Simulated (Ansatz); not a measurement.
# Hf (Im-3m) in Ansatz: a series of runs

The runs below take Hf through single point, equation of state, with LDA.

Everything below comes from runs of Ansatz 0.2.0. Logs are shortened: lines on timing, memory, paths and dates and some standing lists are left out, and cuts for length are marked.

## (1) The structure

The structure is cubic, space group Im-3m (No. 229). The conventional cell has a = 3.610 Å, b = 3.610 Å, c = 3.610 Å, α = 90.00°, β = 90.00°, γ = 90.00°. Hf (site symmetry m-3m) has 8 Hf at 3.13 Å as nearest neighbours.

This isn't the form of Hf at room conditions, which is hcp.

## (2) Single point, LDA, 22.11 Å³/atom (volume scaled by 0.94)

Input file input.yaml:

```yaml
crystal:
  lattice:
    - [-1.7681529262, 1.7681529262, 1.7681529262]
    - [1.7681529262, -1.7681529262, 1.7681529262]
    - [1.7681529262, 1.7681529262, -1.7681529262]
  atoms:
    - { symbol: Hf, position: [0.0, 0.0, 0.0] }
kpoints:
  mp_grid: { grid: [10, 10, 10] }
scf:
  occupations: { method: fermi_dirac, width: 0.05 }
hamiltonian:
  xc: lda
  pseudopotentials: { kind: all_electron, lapw: { basis_error: 0.001 } }
output:
  forces: true
  stress: true
  eigenvalues: true
```

Potentials or basis: all-electron LAPW, scalar-relativistic.

The run is started by

```sh
$ ansatz run input.yaml --threads 1 --pin off --max-ram 3072MiB --backend cpu --events-out ev --progress --plain --runs-dir out
```

The log of the run:

```text
Warning: RAYON_NUM_THREADS=1 ignored (pool sized by the plan → 1); use --threads N
LAPW: plane waves up to 7.692 Å⁻¹, error target 1.0e-3 eV per atom; small_component_spin mean_spin; Hf in spheres of 1.531 Å, 36 of its electrons in bands, Dirac shells [] (how accurate: hamiltonian.pseudopotentials.lapw.basis_error, Limitations)
Engine: ansatz 0.2.0, x86_64-unknown-linux-gnu
Pseudopotentials: kind: all_electron
Pseudopotential: Hf, LAPW, valence charge 36, lapw/all_electron/scalar/gaussian/Hf, Koelling and Harmon's equation, gaussian nucleus
Functional definition: SPW92
  exchange = slater_x
  correlation = pw_c
Crystal: 1 atoms, lattice volume = 22.112 Å³
Basis set: ecut = 225.39947562696895 eV, 177 PW (Γ), exchange–correlation at level 2
Bands: 22, of which v1, the nominal top of the filled ones, is band 18 counted from 1 (17 counted from 0)
Symmetry: 48 space group operations
Space group: Im-3m (ITA 229), of the structure as read, at distance tolerance 2.8e-5 Å
k-points: 47 of 1000
Non-local potential: Hf, projectors of the file, none
Initial density: superposition of atomic densities (chi_scale 0.1, normalization cell)
Initial wavefunctions: plane waves of lowest kinetic energy (no species holds an atomic orbital)
Functional: x = slater, c = lda
iter 1 solved again at ethr=1.73e-4 eV; its pass at ethr=1.00e-1 eV (dr2=6.24e-2 eV) is discarded
SCF iter   1: F=—  HF=-410005.841465 eV  |F-HF|=—  |Δ(HF+E_count)|=         —  Δρ=1.81e-2  dr2=6.28e-2  ethr=1.73e-4  ⟨swp⟩=2.9  Hψ=6599  notcnv=0
preconditioner: auto → Kerker (q_TF=auto, 2.959 Å⁻¹)  [metal: Δε(μ)=0.010 eV  Ē_g=17.864 eV  σ=0.050 eV  W_gap=0.05  n_scr=12 (ndim 8)  ℏωp=38.7 eV  f_vac=0.000  D(μ)=1.60/eV (n_scr^D=18)]
SCF iter   2: F=—  HF=-410005.756569 eV  |F-HF|=—  |Δ(HF+E_count)|=   8.49e-2  Δρ=9.67e-3  dr2=2.07e-2  ethr=1.73e-4  ⟨swp⟩=2.0  Hψ=3290  notcnv=0
SCF iter   3: F=—  HF=-410005.741495 eV  |F-HF|=—  |Δ(HF+E_count)|=   1.51e-2  Δρ=7.44e-3  dr2=1.32e-2  ethr=5.76e-5  ⟨swp⟩=2.0  Hψ=3116  notcnv=0
SCF iter   4: F=—  HF=-410005.736584 eV  |F-HF|=—  |Δ(HF+E_count)|=   4.91e-3  Δρ=4.41e-3  dr2=5.27e-3  ethr=3.68e-5  ⟨swp⟩=2.0  Hψ=3115  notcnv=0
iter 5 solved again at ethr=1.18e-6 eV; its pass at ethr=1.46e-5 eV (dr2=4.25e-4 eV) is discarded
SCF iter   5: F=—  HF=-410005.736571 eV  |F-HF|=—  |Δ(HF+E_count)|=   1.23e-5  Δρ=1.17e-3  dr2=4.25e-4  ethr=1.18e-6  ⟨swp⟩=2.0  Hψ=5181  notcnv=0
SCF iter   6: F=—  HF=-410005.736593 eV  |F-HF|=—  |Δ(HF+E_count)|=   2.14e-5  Δρ=2.91e-4  dr2=1.59e-5  ethr=1.18e-6  ⟨swp⟩=2.0  Hψ=3117  notcnv=0
SCF iter   7: F=—  HF=-410005.736593 eV  |F-HF|=—  |Δ(HF+E_count)|=   3.65e-7  Δρ=5.08e-5  dr2=4.39e-7  ethr=4.40e-8  ⟨swp⟩=2.0  Hψ=3117  notcnv=0
SCF iter   8: F=-410005.736593 eV  HF=-410005.736593 eV  |F-HF|=5.82e-10  |Δ(HF+E_count)|=   2.83e-8  Δρ=8.41e-6  dr2=8.76e-9  ethr=1.22e-9  ⟨swp⟩=2.0  Hψ=3117  notcnv=0
SCF 1 converged in 8 iterations: F = -410005.736593 eV  dr2 = 8.76e-9
SCF converged after 8 iterations
Free energy (F): -410005.736593 eV
Harris-Foulkes:  -410005.736593 eV  (|F-HF|=5.82e-10)
Internal energy: -410005.723210 eV  (E = F + TS)
E sigma→0 (E₀):  -410005.729902 eV
Entropy (-TS):   -0.013383 eV (-13.383 meV/atom)
Fermi energy:    19.809792 eV
--- Per-component energies (eV) ---
  E_band       = -1764.199382
  E_kinetic    = 456083.985150
  E_xc         = -8168.638789
  E_electrostatic = -857921.069571  (all electrons and nuclei)
  E_smearing   = -0.013383  (= −TS)
  E_closure    = 0.000000  (closes the sum)
  E_atoms      = -409997.775957  (free atoms, spherical and without spin; not in F)
  Σ components = -410005.736593   (vs F -410005.736593, Δ=0.00e0)
  Basis errors (estimates in eV, not in F): energy 2.3e-4 per atom: plane waves 2.2e-4 (1.2e-4 summed), levels above the bands 4.7e-66, relativity 7.1e-9, radial functions 7.3e-6, core shells 3.6e-7; eigenvalues (radial functions only) 9.1e-7; not estimated: angular momenta, meshes, grids; target (lapw.basis_error) 1.0e-3; muffin-tin radii Hf 1.531 Å
--- Forces (eV/Å), atoms counted from 1 ---
  atom   1  Hf    -0.00000000     0.00000000    -0.00000000
  max |Σ_I F_I| component: 5.18e-31 eV/Å
--- Stress (GPa, compression-positive) ---
       -7.829921      -0.000000       0.000000
       -0.000000      -7.829921      -0.000000
        0.000000      -0.000000      -7.829921
  P = ⅓ Tr σ = -7.8299 GPa (-78.299 kbar)
--- Band table (eV; the first three rows and the last of 47) ---
  k-point 0: bands = ["-180.7606", "-180.7606", "-180.7589", "-180.7589", "-180.7589", "-41.6993", "-9.9536", "-9.9536", "-9.9536", "8.2890", "8.2890", "8.2890", "8.3636", "8.3636", "8.3636", "8.3966", "12.7616", "21.2435", "21.2435", "21.2435", "24.0681", "24.0681"]
  k-point 1: bands = ["-180.7606", "-180.7606", "-180.7589", "-180.7589", "-180.7589", "-41.6924", "-10.0412", "-9.9810", "-9.9539", "8.2914", "8.2943", "8.2944", "8.3586", "8.3616", "8.3618", "8.3900", "13.1333", "20.9954", "21.1368", "21.6163", "23.7135", "24.0716"]
  k-point 2: bands = ["-180.7606", "-180.7606", "-180.7589", "-180.7589", "-180.7589", "-41.6744", "-10.2647", "-10.0520", "-9.9549", "8.2963", "8.3081", "8.3085", "8.3467", "8.3507", "8.3583", "8.3796", "14.1399", "20.4191", "20.6461", "22.6977", "23.4613", "24.1414"]
  k-point 46: bands = ["-180.7606", "-180.7606", "-180.7589", "-180.7589", "-180.7589", "-41.5727", "-10.5563", "-10.5563", "-10.5563", "8.2721", "8.3212", "8.3212", "8.3212", "8.3734", "8.3734", "8.3734", "17.1769", "17.1769", "26.5760", "26.5760", "26.5760", "27.1757"]
```

It took 1.9 s on 1 thread of AMD EPYC 9R45 (Zen 5), shared host; peak memory 0.28 GiB.

Results:

```
Free energy            : -410005.7366 eV
Pressure               : -7.8 GPa
Band gap on the k mesh : none (metal or under the smearing width)
```

## (3) Single point, LDA, 22.58 Å³/atom (volume scaled by 0.96)

input.yaml: that of step 2 with these lines changed.

```diff
@@ -2,5 +2,5 @@
   lattice:
-    - [-1.7681529262, 1.7681529262, 1.7681529262]
-    - [1.7681529262, -1.7681529262, 1.7681529262]
-    - [1.7681529262, 1.7681529262, -1.7681529262]
+    - [-1.7806051177, 1.7806051177, 1.7806051177]
+    - [1.7806051177, -1.7806051177, 1.7806051177]
+    - [1.7806051177, 1.7806051177, -1.7806051177]
   atoms:
```

Potentials or basis: all-electron LAPW, scalar-relativistic.

The run is started by

```sh
$ ansatz run input.yaml --threads 1 --pin off --max-ram 3072MiB --backend cpu --events-out ev --progress --plain --runs-dir out
```

Wall time 1.8 s (1 thread of AMD EPYC 9R45 (Zen 5), shared host); peak memory 0.28 GiB.

The run converged. Its results:

* Free energy: -410005.7110 eV
* Pressure: -9.6 GPa
* Band gap on the k mesh: none (metal or under the smearing width)

## (4) Single point, LDA, 23.05 Å³/atom (volume scaled by 0.98)

input.yaml: that of step 3 with these lines changed.

```diff
@@ -2,5 +2,5 @@
   lattice:
-    - [-1.7806051177, 1.7806051177, 1.7806051177]
-    - [1.7806051177, -1.7806051177, 1.7806051177]
-    - [1.7806051177, 1.7806051177, -1.7806051177]
+    - [-1.792885541, 1.792885541, 1.792885541]
+    - [1.792885541, -1.792885541, 1.792885541]
+    - [1.792885541, 1.792885541, -1.792885541]
   atoms:
```

The run is started by

```sh
$ ansatz run input.yaml --threads 1 --pin off --max-ram 3072MiB --backend cpu --events-out ev --progress --plain --runs-dir out
```

Wall time 1.9 s (1 thread of AMD EPYC 9R45 (Zen 5), shared host); peak memory 0.28 GiB.

The run converged. Its results:

- Free energy: -410005.6804 eV
- Pressure: -11.2 GPa
- Band gap on the k mesh: none (metal or under the smearing width)

## (5) Single point, LDA, 23.52 Å³/atom

input.yaml: that of step 4 with these lines changed.

```diff
@@ -2,5 +2,5 @@
   lattice:
-    - [-1.792885541, 1.792885541, 1.792885541]
-    - [1.792885541, -1.792885541, 1.792885541]
-    - [1.792885541, 1.792885541, -1.792885541]
+    - [-1.805, 1.805, 1.805]
+    - [1.805, -1.805, 1.805]
+    - [1.805, 1.805, -1.805]
   atoms:
```

The run is started by

```sh
$ ansatz run input.yaml --threads 1 --pin off --max-ram 3072MiB --backend cpu --events-out ev --progress --plain --runs-dir out
```

Wall time 1.8 s (1 thread of AMD EPYC 9R45 (Zen 5), shared host); peak memory 0.28 GiB.

The run converged. Its results:

- Free energy: -410005.6455 eV
- Pressure: -12.6 GPa
- Band gap on the k mesh: none (metal or under the smearing width)

## (6) Single point, LDA, 23.99 Å³/atom (volume scaled by 1.02)

input.yaml: that of step 5 with these lines changed.

```diff
@@ -2,5 +2,5 @@
   lattice:
-    - [-1.805, 1.805, 1.805]
-    - [1.805, -1.805, 1.805]
-    - [1.805, 1.805, -1.805]
+    - [-1.8169539908, 1.8169539908, 1.8169539908]
+    - [1.8169539908, -1.8169539908, 1.8169539908]
+    - [1.8169539908, 1.8169539908, -1.8169539908]
   atoms:
```

Potentials or basis: all-electron LAPW, scalar-relativistic.

The run is started by

```sh
$ ansatz run input.yaml --threads 1 --pin off --max-ram 3072MiB --backend cpu --events-out ev --progress --plain --runs-dir out
```

Wall time 1.8 s (1 thread of AMD EPYC 9R45 (Zen 5), shared host); peak memory 0.28 GiB.

The run converged. Its results:

- Free energy: -410005.6065 eV
- Pressure: -13.9 GPa
- Band gap on the k mesh: none (metal or under the smearing width)

## (7) Single point, LDA, 24.46 Å³/atom (volume scaled by 1.04)

input.yaml: that of step 6 with these lines changed.

```diff
@@ -2,5 +2,5 @@
   lattice:
-    - [-1.8169539908, 1.8169539908, 1.8169539908]
-    - [1.8169539908, -1.8169539908, 1.8169539908]
-    - [1.8169539908, 1.8169539908, -1.8169539908]
+    - [-1.8287527239, 1.8287527239, 1.8287527239]
+    - [1.8287527239, -1.8287527239, 1.8287527239]
+    - [1.8287527239, 1.8287527239, -1.8287527239]
   atoms:
```

The run is started by

```sh
$ ansatz run input.yaml --threads 1 --pin off --max-ram 3072MiB --backend cpu --events-out ev --progress --plain --runs-dir out
```

Wall time 1.8 s (1 thread of AMD EPYC 9R45 (Zen 5), shared host); peak memory 0.28 GiB.

Results (log left out):

- Free energy: -410005.5638 eV
- Pressure: -15.1 GPa
- Band gap on the k mesh: none (metal or under the smearing width)

## (8) Single point, LDA, 24.93 Å³/atom (volume scaled by 1.06)

input.yaml: that of step 7 with these lines changed.

```diff
@@ -2,5 +2,5 @@
   lattice:
-    - [-1.8287527239, 1.8287527239, 1.8287527239]
-    - [1.8287527239, -1.8287527239, 1.8287527239]
-    - [1.8287527239, 1.8287527239, -1.8287527239]
+    - [-1.8404011445, 1.8404011445, 1.8404011445]
+    - [1.8404011445, -1.8404011445, 1.8404011445]
+    - [1.8404011445, 1.8404011445, -1.8404011445]
   atoms:
```

The run is started by

```sh
$ ansatz run input.yaml --threads 1 --pin off --max-ram 3072MiB --backend cpu --events-out ev --progress --plain --runs-dir out
```

Wall time 1.8 s (1 thread of AMD EPYC 9R45 (Zen 5), shared host); peak memory 0.28 GiB.

It converged, with:

| Property | Result |
| --- | --- |
| Free energy | -410005.5179 eV |
| Pressure | -16.1 GPa |
| Band gap on the k mesh | none (metal or under the smearing width) |

## (9) Equation of state, LDA

Potentials or basis: all-electron LAPW, scalar-relativistic.

No new run: the results of the series are fitted here.

What came out:

```yaml
Equilibrium_volume: "20.46 Å³/atom (rough: see the caveat)"
Bulk_modulus: 115 GPa (rough)
```

Energy against volume, from the lowest point:
```tsv
volume (Å³/atom)	energy (meV/atom)
22.112	0.00
22.582	25.62
23.052	56.14
23.523	91.12
23.993	130.14
24.464	172.78
24.934	218.69
```

Caveat: the minimum lies outside the volumes run. Spin-orbit coupling is left out, which matters for the levels of Hf.
